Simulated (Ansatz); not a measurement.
# As vacancy in AlAs

What does an As vacancy cost in AlAs, and how do its neighbours move? It is set in a cell of 32 host atoms, in the charges +3, +2, +1, 0, -1.

Method: DFT PBE, scalar-relativistic, plane waves, PAW, in Ansatz 0.2.0.

2 further runs of the same task are left out: 2 set aside as unsound or not needed.

## Step 1: The structure to begin with

The structure is cubic, space group F-43m (No. 216). Conventional cell: a = 5.728 Å, b = 5.728 Å, c = 5.728 Å, α = 90.00°, β = 90.00°, γ = 90.00°. Al (site symmetry -43m) has 4 As at 2.48 Å as nearest neighbours. As (site symmetry -43m) has 4 Al at 2.48 Å as nearest neighbours.

Coordinates:

```cif
data_structure
_symmetry_space_group_name_H-M 'P 1'
_symmetry_Int_Tables_number 1
_cell_length_a 4.0502
_cell_length_b 4.0502
_cell_length_c 4.0502
_cell_angle_alpha 60.000
_cell_angle_beta 60.000
_cell_angle_gamma 60.000
_cell_volume 46.98
loop_
_atom_site_label
_atom_site_type_symbol
_atom_site_fract_x
_atom_site_fract_y
_atom_site_fract_z
_atom_site_occupancy
Al1 Al 0.00000 0.00000 0.00000 1
As1 As 0.75000 0.75000 0.75000 1
```

It goes back to an entry of the Materials Project.

It is the result of an earlier relaxation at this level (volume 23.49 Å³/atom; gap on the mesh: 1.50 eV).

The host's static dielectric tensor, from an earlier linear-response run, has a mean of 11.56.

The perfect supercell (rows 3 -1 -1; -1 3 -1; -1 -1 3 in vectors of this cell) comes from an earlier run at this level (32 atoms, E(σ→0) -86313.8511 eV, gap 2.27 eV on its own mesh).

## Step 2: Making the defect

The atom at (0.750, 0.000, 0.500) of the supercell is taken out. The other atoms start on their ideal sites. Its neighbours are 4 Al at 2.48 Å.

## Step 3: Charge state 0

File input.yaml:

```yaml
crystal:
  lattice:
    - [-5.7279123634, 5.7279123634, 5.7279123634]
    - [5.7279123634, -5.7279123634, 5.7279123634]
    - [5.7279123634, 5.7279123634, -5.7279123634]
  atoms:
    - { symbol: Al, position: [0.5, 0.0, 0.5], spin: 0.25 }
    - { symbol: Al, position: [0.5, 0.25, 0.25] }
    - { symbol: Al, position: [0.5, 0.5, 0.0] }
    - { symbol: Al, position: [0.75, 0.75, 0.5], spin: 0.25 }
    - { symbol: Al, position: [0.5, 0.75, 0.75] }
    - { symbol: Al, position: [0.75, 0.0, 0.25], spin: 0.25 }
    - { symbol: Al, position: [0.75, 0.25, 0.0] }
    - { symbol: Al, position: [0.0, 0.5, 0.5] }
    - { symbol: Al, position: [0.75, 0.5, 0.75] }
    - { symbol: Al, position: [0.0, 0.75, 0.25] }
    - { symbol: Al, position: [0.0, 0.0, 0.0] }
    - { symbol: Al, position: [0.25, 0.25, 0.5] }
    - { symbol: Al, position: [0.0, 0.25, 0.75], spin: 0.25 }
    - { symbol: Al, position: [0.25, 0.5, 0.25] }
    - { symbol: Al, position: [0.25, 0.75, 0.0] }
    - { symbol: Al, position: [0.25, 0.0, 0.75] }
    - { symbol: As, position: [0.75, 0.25, 0.25] }
    - { symbol: As, position: [0.75, 0.5, 0.0] }
    - { symbol: As, position: [0.0, 0.75, 0.5] }
    - { symbol: As, position: [0.75, 0.75, 0.75] }
    - { symbol: As, position: [0.0, 0.0, 0.25] }
    - { symbol: As, position: [0.0, 0.25, 0.0] }
    - { symbol: As, position: [0.25, 0.5, 0.5] }
    - { symbol: As, position: [0.0, 0.5, 0.75] }
    - { symbol: As, position: [0.25, 0.75, 0.25] }
    - { symbol: As, position: [0.25, 0.0, 0.0] }
    - { symbol: As, position: [0.5, 0.25, 0.5] }
    - { symbol: As, position: [0.25, 0.25, 0.75] }
    - { symbol: As, position: [0.5, 0.5, 0.25] }
    - { symbol: As, position: [0.5, 0.75, 0.0] }
    - { symbol: As, position: [0.5, 0.0, 0.75] }
  host:
    lattice:
      - [0.0, 2.8639561817, 2.8639561817]
      - [2.8639561817, 0.0, 2.8639561817]
      - [2.8639561817, 2.8639561817, 0.0]
    atoms:
      - { symbol: Al, position: [0.0, 0.0, 0.0] }
      - { symbol: As, position: [0.75, 0.75, 0.75] }
basis:
  ecutwfc: 420
  xc_grid: 2
kpoints:
  mp_grid: { grid: [2, 2, 2], shift: [0.5, 0.5, 0.5] }
hamiltonian:
  xc: pbe
scf:
  occupations: { method: gaussian, width: 0.01 }
output:
  forces: true
  stress: false
  eigenvalues: true
  populations: true
  charged_corrections:
    defect_position: [0.75, 0.0, 0.5]
    epsilon: [[11.5641, 0.0, 0.0], [0.0, 11.5641, 0.0], [0.0, 0.0, 11.5641]]
magnetization:
  spin_polarized: true
relax:
  adjacent_minimum: "off"
  f_tol: 0.025
  max_steps: 45
```

On the command line:

```console
$ ansatz run input.yaml --threads 4 --pin off --max-ram 6144MiB --backend cpu --events-out ev --progress --plain --runs-dir out
```

Further runs follow: charge state +1; charge state +2; charge state +3; relaxing the defect, charge -1.

Before running it: what results should come out? Wanted: formation energy, neutral; moment, neutral; nearest atoms after relaxation, one image of each, neutral.

As calculated:

| quantity | value |
| --- | --- |
| formation energy, neutral | 4.16 eV |
| moment, neutral | 0.50 μB |
| nearest atoms after relaxation, one image of each, neutral | 4 Al at 2.26 Å |
| level (+3/+2) above the valence top | 0.06 eV |
| level (+2/+1) above the valence top | -0.12 eV (outside the gap) |
| level (+1/0) above the valence top | 0.99 eV |
| level (0/-1) above the valence top | 1.34 eV |

In words: Forming the neutral defect takes 4.16 eV with the elements as reservoirs. With elemental As as the reservoir this is the highest cost; As-poor conditions lower it. The neutral defect changes the cell's moment by 0.50 μB (a fraction, from partly filled bands of the small cell). Among the charges computed the stable one is +1 at the valence top, changing to 0 at 0.99 eV, changing to -1 at 1.34 eV, in a gap of 1.50 eV. The levels on either side of charge +2 are inverted, so that state is never the lowest (negative U). The alignment term, up to 1.49 eV here, is marked as doubtful by the program in a cell of this size. Levels are placed in the host's Kohn-Sham gap, which is usually too small at this level and squeezes them. With 32 host sites the defect feels its images, so energies are good to tenths of an eV at best. A distortion of lower symmetry was not tried. Where the defect's electrons or holes spill into a band, band filling in so small a cell adds more.
